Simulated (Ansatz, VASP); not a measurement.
# Co2Ge in two plane-wave programs, part 2 of 2

One calculation is typed for both programs; each brings its own data sets. How far apart do they land? The cell is taken from a series of runs on this material, whose earlier steps may have relaxed, scaled, displaced or heated it; both programs get it as it stands.

VASP 6.6.1 and Ansatz 0.2.0.

So far: Set-up; VASP: relaxation of cell and atoms, PBEsol.

## (3) Ansatz: relaxation of cell and atoms, PBEsol

Level of this step: Ansatz beside VASP: Kohn-Sham DFT, plane waves, PBEsol (Ansatz).

Ansatz runs on its default PAW (the set named soft_2) files.

The same cell, functional, mesh and smearing now go to Ansatz, which takes its cutoff from its data sets.

input.yaml

```yaml
crystal:
  lattice:
    - [3.914, 0.0, 0.0]
    - [-1.957, 3.389623, 0.0]
    - [0.0, 0.0, 5.004]
  atoms:
    - { symbol: Co, position: [0.66666667, 0.33333333, 0.25], spin: 3.0 }
    - { symbol: Co, position: [0.0, 0.0, 0.5], spin: 3.0 }
    - { symbol: Co, position: [0.0, 0.0, 0.0], spin: 3.0 }
    - { symbol: Co, position: [0.33333333, 0.66666667, 0.75], spin: 3.0 }
    - { symbol: Ge, position: [0.33333333, 0.66666667, 0.25] }
    - { symbol: Ge, position: [0.66666667, 0.33333333, 0.75] }
kpoints:
  mp_grid: { grid: [9, 9, 6] }
hamiltonian:
  xc: pbesol
scf:
  occupations: { method: gaussian, width: 0.1 }
output:
  forces: true
  stress: true
  eigenvalues: true
  populations: true
magnetization:
  spin_polarized: true
relax:
  adjacent_minimum: "off"
  f_tol: 0.005
  max_steps: 60
  cell: { stress_tol: 0.03 }
```

Command:

```
ansatz run input.yaml --threads 8 --pin off --max-ram 16384MiB --backend cpu --events-out ev --progress --plain --runs-dir out
```

Numbers of over 12 decimals in the logs are rounded to 6 here.

The program printed:

```text
Engine: ansatz 0.2.0, x86_64-unknown-linux-gnu
Pseudopotentials: kind: paw
Pseudopotential: Co, paw, valence charge 17, recommended cutoff 420 eV (normal), Co.paw.azcp
Pseudopotential: Ge, paw, valence charge 14, recommended cutoff 420 eV (normal), Ge.paw.azcp
Functional definition: PBEsol
  exchange = pbesol_x
  correlation = pbesol_c
Crystal: 6 atoms, lattice volume = 66.388 Å³
Basis set: ecut = 420 eV, 1289 PW (Γ), exchange–correlation on 54×54×72 points (8 copies of the dense FFT grid, shifted against one another)
Bands: 65, of which v1, the nominal top of the filled ones, is band 48 counted from 1 (47 counted from 0)
Symmetry: 24 space group operations
Space group: P63/mmc (ITA 194), of the structure as read, at distance tolerance 4.0e-5 Å
Magnetic group: BNS 194.263 (UNI 1493), of the structure as read, at distance tolerance 4.0e-5 Å
k-points: 48 of 486
Non-local potential: Co, projectors of the file, l = 0: 3, l = 1: 2, l = 2: 3, l = 3: 1
Non-local potential: Ge, projectors of the file, l = 0: 2, l = 1: 2, l = 2: 3, l = 3: 1
PAW form: soft (Blöchl's): semilocal exchange-correlation on the pseudo side does not see the compensation charge
PAW frozen core: Co, regenerated for the run's functional, and the local potential with it (the file was generated under x = pbe(κ = 0.804, μ = 0.219515), c = pbe(β = 0.066725))
PAW frozen core: Ge, regenerated for the run's functional, and the local potential with it (the file was generated under x = pbe(κ = 0.804, μ = 0.219515), c = pbe(β = 0.066725))
PAW one-centre angular grid: Co, 590 points (default); XC on 64 Gauss nodes
PAW one-centre angular grid: Ge, 590 points (default); XC on 64 Gauss nodes
Initial density: superposition of atomic densities (chi_scale 0.1, normalization cell)
Starting moments: Σ|m| = 12 μB on 4 of 6 sites
Initial wavefunctions: pseudopotential atomic-orbital guess
Functional: x = pbesol(κ = 0.804, μ = 0.123457), c = pbesol(β = 0.046)
SCF iter   1: F=—  HF=-28871.297384 eV  |F-HF|=—  |Δ(HF+E_count)|=         —  Δρ=1.22e-1 (↑1.22e-1 ↓4.36e-2)  dr2=4.48e0  dr2_m=3.38e0  M=7.855 μB ∫|m|=8.668 μB  β_m=0.30  ethr=3.10e-3  ⟨swp⟩=5.3  Hψ=20432  notcnv=0  defer=52
Mixer restart at iter 1: flushing history
preconditioner: auto → Kerker (q_TF=auto, 2.901 Å⁻¹)  [metal: Δε(μ)=0.006 eV  Ē_g=16.740 eV  σ=0.100 eV  W_gap=0.04  n_scr=22 (ndim 8)  ℏωp=36.5 eV  f_vac=0.000  D(μ)=9.30/eV (n_scr^D=134)]
spin=Collinear: Kerker preconditioning applied to the charge; magnetization (m = ρ↑ − ρ↓) channel mixes plain (no charge-response kernel on spin).
SCF iter   2: F=—  HF=-28871.175602 eV  |F-HF|=—  |Δ(HF+E_count)|=   1.22e-1  Δρ=7.42e-2 (↑7.42e-2 ↓7.00e-2)  dr2=3.90e-1  dr2_m=3.06e0  M=7.166 μB ∫|m|=8.022 μB  β_m=0.56  ethr=3.10e-3  ⟨swp⟩=2.0  Hψ=8942  notcnv=0  defer=746
SCF iter   3: F=—  HF=-28875.566950 eV  |F-HF|=—  |Δ(HF+E_count)|=    4.39e0  Δρ=8.01e-2 (↑5.41e-2 ↓8.01e-2)  dr2=7.24e-1  dr2_m=2.68e0  M=5.938 μB ∫|m|=6.888 μB  β_m=0.65  ethr=4.06e-4  ⟨swp⟩=2.0  Hψ=9026  notcnv=0  defer=746
SCF iter   4: F=—  HF=-28878.903799 eV  |F-HF|=—  |Δ(HF+E_count)|=    3.34e0  Δρ=5.90e-2 (↑2.29e-2 ↓5.90e-2)  dr2=9.60e-1  dr2_m=9.86e-1  M=4.730 μB ∫|m|=5.487 μB  β_m=0.78  ethr=4.06e-4  ⟨swp⟩=2.0  Hψ=9264  notcnv=0  defer=775
SCF iter   5: F=—  HF=-28879.678939 eV  |F-HF|=—  |Δ(HF+E_count)|=   7.75e-1  Δρ=3.82e-2 (↑3.82e-2 ↓1.43e-2)  dr2=7.55e-1  dr2_m=2.02e-1  M=3.127 μB ∫|m|=3.661 μB  β_m=0.85  ethr=4.06e-4  ⟨swp⟩=2.7  Hψ=12521  notcnv=0  defer=809
SCF iter   6: F=—  HF=-28879.723902 eV  |F-HF|=—  |Δ(HF+E_count)|=   4.50e-2  Δρ=3.40e-2 (↑3.40e-2 ↓9.80e-3)  dr2=7.15e-1  dr2_m=1.03e-1  M=2.383 μB ∫|m|=2.833 μB  β_m=0.93  ethr=4.06e-4  ⟨swp⟩=2.0  Hψ=9110  notcnv=0  defer=821
SCF iter   7: F=—  HF=-28879.856143 eV  |F-HF|=—  |Δ(HF+E_count)|=         —  Δρ=4.10e-2 (↑4.10e-2 ↓2.78e-2)  dr2=8.39e-1  dr2_m=4.86e-1  M=0.742 μB ∫|m|=0.963 μB  β_m=0.93  ethr=4.06e-4  ⟨swp⟩=2.0  Hψ=8583  notcnv=0  defer=821
Mixer restart at iter 7: flushing history
SCF iter   8: F=—  HF=-28880.144760 eV  |F-HF|=—  |Δ(HF+E_count)|=   2.89e-1  Δρ=2.90e-2 (↑2.59e-2 ↓2.90e-2)  dr2=7.24e-1  dr2_m=6.68e-2  M=0.628 μB ∫|m|=0.764 μB  β_m=0.84  ethr=4.06e-4  ⟨swp⟩=3.0  Hψ=12615  notcnv=0  defer=859
[...]
SCF iter  10: F=—  HF=-28879.893010 eV  |F-HF|=—  |Δ(HF+E_count)|=   1.13e-1  Δρ=8.45e-3 (↑8.45e-3 ↓2.83e-3)  dr2=1.99e-2  dr2_m=1.56e-2  M=0.367 μB ∫|m|=0.433 μB  β_m=0.73  ethr=4.06e-4  ⟨swp⟩=2.0  Hψ=9588  notcnv=0  defer=854
SCF iter  11: F=—  HF=-28879.888473 eV  |F-HF|=—  |Δ(HF+E_count)|=   4.54e-3  Δρ=6.80e-3 (↑1.81e-3 ↓6.80e-3)  dr2=3.01e-2  dr2_m=4.16e-3  M=0.297 μB ∫|m|=0.344 μB  β_m=0.83  ethr=2.08e-5  ⟨swp⟩=2.0  Hψ=12099  notcnv=0  defer=858
[...]
SCF iter   4: F=—  HF=-28879.910120 eV  |F-HF|=—  |Δ(HF+E_count)|=   9.92e-8  Δρ=3.21e-6 (↑3.21e-6 ↓3.20e-6)  dr2=1.97e-8  dr2_m=9.06e-14  M=-0.000 μB ∫|m|=0.000 μB  β_m=0.91  ethr=2.66e-11  ⟨swp⟩=2.0  Hψ=10865  notcnv=0
SCF iter   5: F=—  HF=-28879.910120 eV  |F-HF|=—  |Δ(HF+E_count)|=   3.75e-8  Δρ=2.41e-6 (↑2.41e-6 ↓2.41e-6)  dr2=9.57e-9  dr2_m=7.32e-14  M=-0.000 μB ∫|m|=0.000 μB  β_m=0.81  ethr=2.05e-11  ⟨swp⟩=2.0  Hψ=10667  notcnv=0
SCF iter   6: F=—  HF=-28879.910120 eV  |F-HF|=—  |Δ(HF+E_count)|=   1.44e-9  Δρ=8.25e-7 (↑8.25e-7 ↓8.18e-7)  dr2=1.22e-9  dr2_m=6.73e-14  M=-0.000 μB ∫|m|=0.000 μB  β_m=0.78  ethr=9.97e-12  ⟨swp⟩=2.0  Hψ=10484  notcnv=0
SCF iter   7: F=—  HF=-28879.910123 eV  |F-HF|=—  |Δ(HF+E_count)|=   2.89e-6  Δρ=3.98e-7 (↑3.98e-7 ↓3.90e-7)  dr2=4.11e-10  dr2_m=4.51e-14  M=-0.000 μB ∫|m|=0.000 μB  β_m=0.83  ethr=1.27e-12  ⟨swp⟩=2.0  Hψ=9336  notcnv=0
SCF iter   8: F=—  HF=-28879.910123 eV  |F-HF|=—  |Δ(HF+E_count)|=  9.79e-10  Δρ=1.26e-7 (↑1.15e-7 ↓1.26e-7)  dr2=2.15e-11  dr2_m=4.64e-14  M=-0.000 μB ∫|m|=0.000 μB  β_m=0.81  ethr=1.00e-12  ⟨swp⟩=2.0  Hψ=8462  notcnv=0
SCF iter   9: F=—  HF=-28879.910123 eV  |F-HF|=—  |Δ(HF+E_count)|=  1.46e-11  Δρ=3.86e-8 (↑3.54e-8 ↓3.86e-8)  dr2=3.98e-12  dr2_m=3.33e-14  M=-0.000 μB ∫|m|=0.000 μB  β_m=0.91  ethr=1.00e-12  ⟨swp⟩=1.0  Hψ=6240  notcnv=0
SCF iter  10: F=—  HF=-28879.910123 eV  |F-HF|=—  |Δ(HF+E_count)|=    0.00e0  Δρ=1.87e-8 (↑1.87e-8 ↓1.84e-8)  dr2=1.10e-12  dr2_m=1.87e-14  M=-0.000 μB ∫|m|=0.000 μB  β_m=0.95  ethr=1.00e-12  ⟨swp⟩=1.0  Hψ=6240  notcnv=0
SCF iter  11: F=-28879.910123 eV  HF=-28879.910123 eV  |F-HF|=1.46e-11  |Δ(HF+E_count)|=  3.64e-12  Δρ=9.45e-8 (↑9.36e-8 ↓9.45e-8)  dr2=1.73e-11  dr2_m=6.55e-16  M=-0.000 μB ∫|m|=0.000 μB  ethr=1.00e-12  ⟨swp⟩=3.4  Hψ=21576  notcnv=0
the starting moments were not kept: the SCF closed with an absolute magnetisation of 5.2e-7 μB, where they sum to 12 μB in size (4 sites). That is at most 0.1 of that sum. Measured as dr2_m measures the in/out step, that magnetisation stands 1.6e-13 eV from none, at or under the dr2_threshold of 2.2e-11 eV: it is no larger than a step whose dr2_m would equal this threshold.
SCF 6 converged in 11 iterations: F = -28879.910123 eV  dr2 = 1.73e-11
relax step   6: F+E_penalty+E_count = -28879.91012323 eV  Δ(F+E_penalty+E_count) = -3.115e-4 eV  max|allowed force component| = 1.480e-16 eV/Å  Δτ_max = 0.0000 Å  P = +0.012 GPa  Ω = 66.546 Å³  stress off target by 2.43e-2 GPa  SCF on the basis re-selected at this cell (its energy is not comparable with the rows above)  (11 SCF iters)
basis re-selected at this cell: Δ(F+E_penalty+E_count) = -3.115e-4 eV, ΔP = +0.012 GPa vs the last step (what re-selecting the basis moved, of the pressure what is left beyond the Pulay correction that the steps carried, after the strain that the cell walked since its last selection, with what the two solves' SCF thresholds leave and, on support functions, any second-order correction that the steps lacked; it is no m [...]
SCF converged after 11 iterations
Magnetization: -0.0000 μB (48.0000 up, 48.0000 down)
Absolute magnetization: 0.0000 μB (∫|ρ↑−ρ↓|, with the PAW one-centre terms)
Spin contamination: 0.0000 ħ² per cell (⟨S²⟩ above its minimum at these occupations)
Per-site moments (μB) at R_I (Å): [(-1.0910202713793563e-7, 0.940071), (-1.340948088714486e-7, 1.017166), (-1.3409480882033672e-7, 1.017166), (-1.0910202707537107e-7, 0.940071), (4.426619275840107e-9, 0.940071), (4.426619272008195e-9, 0.940071)]
Free energy (F): -28879.910123 eV
Harris-Foulkes:  -28879.910123 eV  (|F-HF|=1.46e-11)
Internal energy: -28879.878798 eV  (E = F + TS)
E sigma→0 (E₀):  -28879.894461 eV
Entropy (-TS):   -0.031325 eV (-5.221 meV/atom)
Fermi energy:    18.750743 eV
--- Per-component energies (eV) ---
  E_band       = -959.602691
  E_kinetic    = 2056.424569
  E_local      = -14999.348061  (includes V_loc(G=0)·N_el)
  E_nonlocal   = 2684.472039
  E_hartree    = 6428.250531
  E_xc         = -786.199357
  E_vxc        = -954.717681  (∫ρ·V_xc dr)
  E_paw        = -9904.191732  (= ΣΔE_a)
  E_vpaw       = -2602.935715  (= ΣTr[D̂ρ^β])
  E_aug_tail   = 0.000809  (compensation charges beyond the density's cutoff)
  E_ewald      = -14361.877146
  E_core_change = 2.589549  (= ΣΔE_core)
  E_smearing   = -0.031325  (= −TS)
  E_closure    = -0.000000  (closes the sum)
  Σ components = -28879.910123   (vs F -28879.910123, Δ=0.00e0)
--- Forces (eV/Å), atoms counted from 1 ---
  atom   1  Co     0.00000000     0.00000000     0.00000000
  atom   2  Co     0.00000000     0.00000000     0.00000000
  atom   3  Co    -0.00000000    -0.00000000     0.00000000
  atom   4  Co    -0.00000000    -0.00000000     0.00000000
  atom   5  Ge    -0.00000000     0.00000000     0.00000000
  atom   6  Ge    -0.00000000    -0.00000000     0.00000000
  max |Σ_I F_I| component: 4.16e-17 eV/Å
--- Stress (GPa, compression-positive) ---
        0.024279       0.000000       0.000000
        0.000000       0.024279       0.000000
        0.000000       0.000000      -0.012640
  P = ⅓ Tr σ = 0.0120 GPa (0.120 kbar)
--- Band table (eV; the first three rows and the last of 96) ---
  k-point 0 ↑: bands = [... 44 lower, 18.3660, 18.5885, 19.0641, 19.0641, 19.7873, 21.7432, 22.3038, 22.5047, ... 13 higher]
  k-point 1 ↑: bands = [... 44 lower, 18.3656, 18.5108, 18.9785, 18.9785, 20.0950, 21.8134, 21.8295, 22.5528, ... 13 higher]
  k-point 2 ↑: bands = [... 44 lower, 18.3675, 18.3675, 18.7419, 18.7419, 20.7539, 21.3014, 22.4338, 22.7023, ... 13 higher]
  k-point 47 ↓: bands = [... 44 lower, 18.2429, 18.2429, 18.4657, 18.4657, 18.4832, 18.4832, 19.4659, 19.4659, ... 13 higher]
--- Relaxed structure (5 steps of the walk, 5 accepted, 1 SCFs on fresh bases) ---
  F+E_penalty+E_count = -28879.91012323 eV   max|allowed force component| = 1.480e-16 eV/Å   (the final SCF, on the basis selected at the relaxed cell)
  cell:  # Å, volume = 66.5462 Å³
    - [3.947276, 0.0, 0.0]
    - [-1.973638, 3.418441, 0.0]
    - [0.0, 0.0, 4.931715]
  atoms:
    - { symbol: Co, position: [0.666667, 0.333333, 0.250000] }
    - { symbol: Co, position: [0, 0, 0.500000] }
    - { symbol: Co, position: [0, 0, 0] }
    - { symbol: Co, position: [0.333333, 0.666667, 0.750000] }
    - { symbol: Ge, position: [0.333333, 0.666667, 0.250000] }
    - { symbol: Ge, position: [0.666667, 0.333333, 0.750000] }
--- Löwdin populations: 6 sites ---
  site symbol       q [e]    m [muB]
     0     Co     16.6419    -0.0000
     1     Co     16.5708    -0.0000
     2     Co     16.5708    -0.0000
     3     Co     16.6419    -0.0000
     4     Ge     14.4433     0.0000
     5     Ge     14.4433     0.0000
  spilling = 0.007166 (of n_electrons = 96.000000)
```

In the SCF lines HF is the Harris–Foulkes energy and dr2 the Hartree energy of the density residual, in eV; the loop may stop once dr2 is under the threshold and the program's other checks hold. Hψ counts applications of the Hamiltonian.

## (4) Comparison

Known differences besides the potentials themselves: the data sets hold 96 valence electrons in Ansatz (on its default PAW (the set named soft_2) files) and 64 in VASP; the cutoff is 420 eV in Ansatz and 600 eV in VASP; Ansatz makes its cores anew for this functional, VASP keeps those of its PBE data sets; Ansatz adds a Pulay correction to the stress that steers its cell, VASP none. Total energies have different zeros and are not compared.

Both answers:

```tsv
quantity	Ansatz	VASP	difference
volume (Å³)	66.55	66.56	-0.02 %
edge a after relaxation, in the typed setting (Å)	3.947	3.949	-0.03 %
edge c after relaxation, in the typed setting (Å)	4.932	4.929	+0.05 %
```

## (5) Summary of results

- difference in edge c after relaxation, in the typed setting (relaxation of cell and atoms, PBEsol): 0.047 %

**Reading.** The difference in edge c after relaxation, in the typed setting is 0.047 % (relaxation of cell and atoms, PBEsol), within the 1.2 % picked in this series as the mark of a large difference, as far as the stopping tolerances let one tell. The data sets hold unlike numbers of valence electrons (96 in Ansatz and 64 in VASP), so part of the differences comes from the potentials. 1 further run of this series is not shown here. Such differences can come from data sets, numerical settings and the points named under the comparisons, not from the functional's error against experiment.

[Lines on the potential files, build, host, timing and source positions are cut from VASP's logs without a mark.]

[Logs are printed without paths, hosts, clocks, repeated set-up lines and the standing remarks that a program may print on its own settings, such as how far it seeks lower states.]

[Hosts, paths, dates, database ids (printed as entryN), source tags and the programs' standing remarks are cut or masked in the printed files.]
